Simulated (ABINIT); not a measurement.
# KTaO3 (Pm-3m) in ABINIT: notebook

The runs below take KTaO3 through single point, relaxation of cell and atoms, with LDA.

Everything below comes from runs of ABINIT 10.8.3 (patched build). Logs are shortened: lines on timing, memory, paths and dates and some standing lists are left out, and cuts for length are marked. The log counts tension as positive stress, the text compression.

## Step 1: Starting point

It takes space group Pm-3m (No. 221, cubic). Conventional cell: a = 3.988 Å, b = 3.988 Å, c = 3.988 Å, α = 90.00°, β = 90.00°, γ = 90.00°. Ta (site symmetry m-3m) has 6 O at 1.99 Å as nearest neighbours. Around K (site symmetry m-3m) lie 12 O at 2.82 Å. O (site symmetry 4/mmm) has 2 Ta at 1.99 Å as nearest neighbours.

## Step 2: Single point, LDA

run.abi reads:

```
# Pseudopotentials
pp_dirpath "./"
pseudos "Ta.upf, K.upf, O.upf"

# Structure
acell 3*1.0
rprim
     7.5367947028     0.0000000000     0.0000000000
     0.0000000000     7.5367947028     0.0000000000
     0.0000000000     0.0000000000     7.5367947028
ntypat 3
znucl 73 19 8
natom 5
typat 1 2 3 3 3
xred
     0.0000000000     0.0000000000     0.0000000000
     0.5000000000     0.5000000000     0.5000000000
     0.0000000000     0.0000000000     0.5000000000
     0.0000000000     0.5000000000     0.0000000000
     0.5000000000     0.0000000000     0.0000000000

# Plane-wave basis
ecut 35.0

# k points
kptopt 1
ngkpt 5 5 5
nshiftk 1
shiftk 0.0 0.0 0.0

# Exchange and correlation
ixc 7

# Bands and occupations
nband 24
occopt 3
tsmear 0.05 eV

# SCF cycle
nstep 100
tolvrs 1.0e-10

# Output
iomode 3
prtwf 0
prtden 0
prteig 0
prtebands 0
```

Potentials or basis: PseudoDojo NC SR LDA v0.4.1 standard.

Command:

```
$ abinit run.abi > log 2>&1
```

run.abo:

```text
.Version 10.8.3 of ABINIT
 Symmetries : space group Pm -3 m (#221); Bravais cP (primitive cubic)
================================================================================
 Values of the parameters that define the memory need of the present run
     intxc =       0    ionmov =       0      iscf =       7    lmnmax =       8
     lnmax =       8     mgfft =      45  mpssoang =       4    mqgrid =    3001
     natom =       5  nloc_mem =       1    nspden =       1   nspinor =       1
    nsppol =       1      nsym =      48    n1xccc =    2501    ntypat =       3
    occopt =       3   xclevel =       1
       mpw =        4248          nfft =       91125          nkpt =          10
================================================================================
================================================================================

--------------------------------------------------------------------------------
------------- Echo of variables that govern the present computation ------------
--------------------------------------------------------------------------------
 -outvars: echo values of preprocessed input variables --------
            acell      1.0000000000E+00  1.0000000000E+00  1.0000000000E+00 Bohr
              amu      1.80947900E+02  3.90983000E+01  1.59994000E+01
             ecut      3.50000000E+01 Hartree
              ixc           7
         kptrlatt        5    0    0      0    5    0      0    0    5
          kptrlen      3.76839735E+01
            natom           5
            nband          24
            ngfft          45      45      45
             nkpt          10
            nstep         100
             nsym          48
           ntypat           3
           occopt           3
           prtden           0
        prtebands           0
           prteig           0
            prtwf           0
            rprim      7.5367947028E+00  0.0000000000E+00  0.0000000000E+00
                       0.0000000000E+00  7.5367947028E+00  0.0000000000E+00
                       0.0000000000E+00  0.0000000000E+00  7.5367947028E+00
          spgroup         221
           tolvrs      1.00000000E-10
           tsmear      1.83746611E-03 Hartree
            typat      1  2  3  3  3
           xangst      0.0000000000E+00  0.0000000000E+00  0.0000000000E+00
                       1.9941499986E+00  1.9941499986E+00  1.9941499986E+00
                       0.0000000000E+00  0.0000000000E+00  1.9941499986E+00
                       0.0000000000E+00  1.9941499986E+00  0.0000000000E+00
                       1.9941499986E+00  0.0000000000E+00  0.0000000000E+00
            xcart      0.0000000000E+00  0.0000000000E+00  0.0000000000E+00
                       3.7683973514E+00  3.7683973514E+00  3.7683973514E+00
                       0.0000000000E+00  0.0000000000E+00  3.7683973514E+00
                       0.0000000000E+00  3.7683973514E+00  0.0000000000E+00
                       3.7683973514E+00  0.0000000000E+00  0.0000000000E+00
[... 151 lines left out ...]
    3     -0.00000000000000    -0.00000000000000    -0.00000000000000
    4     -0.00000000000000    -0.00000000000000    -0.00000000000000
    5     -0.00000000000000    -0.00000000000000    -0.00000000000000
 frms,max,avg= 0.0000000E+00 0.0000000E+00   0.000E+00  0.000E+00  0.000E+00 h/b

 cartesian forces (eV/Angstrom) at end:
    1     -0.00000000000000    -0.00000000000000    -0.00000000000000
    2     -0.00000000000000    -0.00000000000000    -0.00000000000000
    3     -0.00000000000000    -0.00000000000000    -0.00000000000000
    4     -0.00000000000000    -0.00000000000000    -0.00000000000000
    5     -0.00000000000000    -0.00000000000000    -0.00000000000000
 frms,max,avg= 0.0000000E+00 0.0000000E+00   0.000E+00  0.000E+00  0.000E+00 e/A
 length scales=  1.000000000000  1.000000000000  1.000000000000 bohr
              =  0.529177210544  0.529177210544  0.529177210544 angstroms
 Fermi (or HOMO) energy (hartree) =   0.23147   Average Vxc (hartree)=  -0.42888
 Eigenvalues (hartree) for nkpt=  10  k points:
 kpt#   1, nband= 24, wtk=  0.00800, kpt=  0.0000  0.0000  0.0000 (reduced coord)
  -2.28570   -1.05501   -1.05501   -1.05501   -0.79412   -0.43813   -0.41098   -0.41098
  -0.19727   -0.19727   -0.19727    0.10465    0.10465    0.10465    0.15472    0.15472
   0.15472    0.17035    0.17035    0.17035    0.27056    0.27056    0.27056    0.42970
      occupation numbers for kpt#   1
   2.00000    2.00000    2.00000    2.00000    2.00000    2.00000    2.00000    2.00000
   2.00000    2.00000    2.00000    2.00000    2.00000    2.00000    2.00000    2.00000
   2.00000    2.00000    2.00000    2.00000    0.00000    0.00000    0.00000    0.00000
 prteigrs : prtvol=0 or 1, do not print more k-points.

--- !EnergyTerms
iteration_state     : {dtset: 1, }
comment             : Components of total free energy in Hartree
kinetic             :  6.04864631810339E+01
hartree             :  2.82612440187659E+01
xc                  : -3.33113624180994E+01
Ewald energy        : -1.03682236415820E+02
psp_core            :  4.54990569450307E+00
local_psp           : -1.01946106874835E+02
non_local_psp       :  7.56856765685479E-01
internal            : -1.44885236048766E+02
'-kT*entropy'       : -4.26543933645711E-12
total_energy        : -1.44885236048770E+02
total_energy_eV     : -3.94252811946322E+03
band_energy         : -1.42778354016179E+01
...

 Cartesian components of stress tensor (hartree/bohr^3)
  sigma(1 1)=  3.05101395E-04  sigma(3 2)=  0.00000000E+00
  sigma(2 2)=  3.05101395E-04  sigma(3 1)=  0.00000000E+00
  sigma(3 3)=  3.05101395E-04  sigma(2 1)=  0.00000000E+00

-Cartesian components of stress tensor (GPa)         [Pressure= -8.9764E+00 GPa]
- sigma(1 1)=  8.97639294E+00  sigma(3 2)=  0.00000000E+00
- sigma(2 2)=  8.97639294E+00  sigma(3 1)=  0.00000000E+00
- sigma(3 3)=  8.97639294E+00  sigma(2 1)=  0.00000000E+00

== END DATASET(S) ==============================================================
================================================================================

 -outvars: echo values of variables after computation  --------
            acell      1.0000000000E+00  1.0000000000E+00  1.0000000000E+00 Bohr
           etotal     -1.4488523605E+02
            fcart     -0.0000000000E+00 -0.0000000000E+00 -0.0000000000E+00
                      -0.0000000000E+00 -0.0000000000E+00 -0.0000000000E+00
                      -0.0000000000E+00 -0.0000000000E+00 -0.0000000000E+00
                      -0.0000000000E+00 -0.0000000000E+00 -0.0000000000E+00
                      -0.0000000000E+00 -0.0000000000E+00 -0.0000000000E+00
            rprim      7.5367947028E+00  0.0000000000E+00  0.0000000000E+00
                       0.0000000000E+00  7.5367947028E+00  0.0000000000E+00
                       0.0000000000E+00  0.0000000000E+00  7.5367947028E+00
           strten      3.0510139459E-04  3.0510139459E-04  3.0510139459E-04
                       0.0000000000E+00  0.0000000000E+00  0.0000000000E+00
           xangst      0.0000000000E+00  0.0000000000E+00  0.0000000000E+00
                       1.9941499986E+00  1.9941499986E+00  1.9941499986E+00
                       0.0000000000E+00  0.0000000000E+00  1.9941499986E+00
                       0.0000000000E+00  1.9941499986E+00  0.0000000000E+00
                       1.9941499986E+00  0.0000000000E+00  0.0000000000E+00
             xred      0.0000000000E+00  0.0000000000E+00  0.0000000000E+00
                       5.0000000000E-01  5.0000000000E-01  5.0000000000E-01
                       0.0000000000E+00  0.0000000000E+00  5.0000000000E-01
                       0.0000000000E+00  5.0000000000E-01  0.0000000000E+00
                       5.0000000000E-01  0.0000000000E+00  0.0000000000E+00
 Calculation completed.
```

Wall time 51 s (1 thread of Arm Neoverse V1, shared host); peak memory 0.09 GiB.

Results:

```yaml
Free_energy: -3942.5281 eV
Band_gap_on_the_k_mesh: 2.20 eV, indirect (least direct gap 2.73 eV)
Valence_electrons_inside_the_program's_atomic_spheres: Ta 9.07; K 6.93; O 6.29
```

Caveat: the cutoff is too short for stress, so the log's stress isn't used; spin-orbit coupling is left out, which moves the levels of the heavy elements; an odd mesh through Γ misses points on the zone boundary, where band edges often lie.

## Step 3: Relaxation of cell and atoms, LDA

run.abi reads:

```
pp_dirpath "./"
pseudos "Ta.LDA_PW-JTH.xml, K.LDA_PW-JTH.xml, O.LDA_PW-JTH.xml"

acell 3.9883 3.9883 3.9883 Angstrom
rprim
     1.0000000000     0.0000000000     0.0000000000
     0.0000000000     1.0000000000     0.0000000000
     0.0000000000     0.0000000000     1.0000000000
ntypat 3
znucl 73 19 8
natom 5
typat 1 2 3 3 3
chkprim 0
chksymtnons 0
tolsym 1.0e-6
xred
            0.0            0.0            0.0
            1/2            1/2            1/2
            0.0            0.0            1/2
            0.0            1/2            0.0
            1/2            0.0            0.0

ecut 625.861884 eV
pawecutdg 45.0
pawovlp -1
ecutsm 0.5

kptopt 1
ngkpt 5 5 5
nshiftk 1
shiftk 0.0 0.0 0.0

ixc 7

nband 24
occopt 3
tsmear 0.05 eV

nstep 80
tolvrs 1.0e-10

iomode 3
prteig 0
prtebands 0
prtwf 0
prtden 0

ionmov 2
optcell 2
ntime 50
tolmxf 2.0e-5
dilatmx 1.08
```

Potentials or basis: JTH PAW LDA v2.0.

Command:

```
$ mpirun --bind-to none -np 4 abinit run.abi > log 2>&1
```

It took 37 s on 4 MPI ranks of Arm Neoverse V1, shared host; peak memory 0.44 GiB.

Results (log left out):

```
Free energy                            : -3714.9664 eV
Relaxed volume                         : 12.33 Å³/atom
Relaxed cell                           : a = 3.951 Å, b = 3.951 Å, c = 3.951 Å, α = 90.00°, β = 90.00°, γ = 90.00°
Space group after relaxing (to 0.05 Å) : Pm-3m (No. 221)
Energy gained by relaxing              : 6.7 meV/atom
Ionic steps                            : 4
Pressure after relaxing                : 0.0 GPa
Band gap on the k mesh                 : 2.20 eV, indirect (least direct gap 2.70 eV)
```

Step by step:
```tsv
step	energy change (eV)	largest force (eV/Å)	pressure (GPa)	volume (Å³)
1	0.0000	0.0000	-5.85	63.44
2	-0.0288	0.0000	-2.27	62.31
3	-0.0334	0.0000	0.13	61.62
4	-0.0335	0.0000	0.00	61.66
```

Final structure:
```
CELL_PARAMETERS angstrom
3.95067 0.00000 0.00000
0.00000 3.95067 0.00000
0.00000 0.00000 3.95067
ATOMIC_POSITIONS crystal
Ta 0.00000 0.00000 0.00000
K 0.50000 0.50000 0.50000
O 0.00000 0.00000 0.50000
O 0.00000 0.50000 0.00000
O 0.50000 0.00000 0.00000
```

Caveat: spin-orbit coupling is left out, which moves the levels of the heavy elements; an odd mesh through Γ misses points on the zone boundary, where band edges often lie; the atomic spheres overlap. LDA usually gives volumes a few per cent too small.

## Step 4: Single point, LDA (cell relaxed)

run.abi reads:

```
pp_dirpath "./"
pseudos "Ta.LDA_PW-JTH.xml, K.LDA_PW-JTH.xml, O.LDA_PW-JTH.xml"

acell 3*1.0
rprim
     7.4656842332     0.0000000000     0.0000000000
     0.0000000000     7.4656842332     0.0000000000
     0.0000000000     0.0000000000     7.4656842332
ntypat 3
znucl 73 19 8
natom 5
typat 1 2 3 3 3
xred
     0.0000000000     0.0000000000     0.0000000000
     0.5000000000     0.5000000000     0.5000000000
     0.0000000000     0.0000000000     0.5000000000
     0.0000000000     0.5000000000     0.0000000000
     0.5000000000     0.0000000000     0.0000000000
chkprim 0
chksymtnons 0
tolsym 1.0e-6

ecut 23.0
pawecutdg 45.0

kptopt 1
ngkpt 5 5 5
nshiftk 1
shiftk 0.0 0.0 0.0

ixc 7

nband 24
occopt 3
tsmear 0.00183747

nstep 100
tolvrs 1.0e-9

iomode 3
prtwf 0
prtden 0
prteig 0
prtebands 0
enunit 2
```

Command:

```
$ mpirun --bind-to none -np 4 abinit run.abi > log 2>&1
```

Wall time 11 s (4 MPI ranks of Arm Neoverse V1, shared host); peak memory 0.4 GiB.

It converged, with:

```yaml
Free_energy: -3714.9668 eV
Pressure: -0.4 GPa
Band_gap_on_the_k_mesh: 2.20 eV, indirect (least direct gap 2.70 eV)
```

Levels at points of the mesh, in eV from the valence-band top:
```
           k point  band 18  band 19  band 20  band 21  band 22  band 23
(0.00, 0.00, 0.00)    -0.49    -0.49    -0.49     2.20     2.20     2.20
```

Caveat: spin-orbit coupling is left out, which moves the levels of the heavy elements; an odd mesh through Γ misses points on the zone boundary, where band edges often lie; the atomic spheres overlap.

## Step 5: The runs side by side

| task | potentials or basis | cell | cutoff (eV) | cell freedom (optcell) | optimiser (ionmov) | cutoff smearing ecutsm (Ha) | force stop (Ha/bohr) | fine-grid cutoff | gap on the mesh (eV) | pressure (GPa) |
| --- | --- | --- | --- | --- | --- | --- | --- | --- | --- | --- |
| single point | PseudoDojo NC SR LDA v0.4.1 standard | as given | 952 | - | - | - | - | - | 2.20 | - |
| relaxation of cell and atoms | JTH PAW LDA v2.0 | relaxed | 626 | 2 | 2 | 0.5 | 2e-05 | 1224.51 eV | 2.20 | 0.0 |
| single point | JTH PAW LDA v2.0 | cell relaxed | 626 | - | - | - | - | 1224.51 eV | 2.20 | -0.4 |

Alike in all rows: level LDA; no spin polarisation; k mesh 5 × 5 × 5; smearing fermi-dirac 0.05 eV.

Caveats: spin-orbit coupling is left out, which moves the levels of the heavy elements; an odd mesh through Γ misses points on the zone boundary, where band edges often lie; the atomic spheres overlap (some runs).

Total energies depend on the potentials used, so only differences within one code and one set of settings carry meaning.
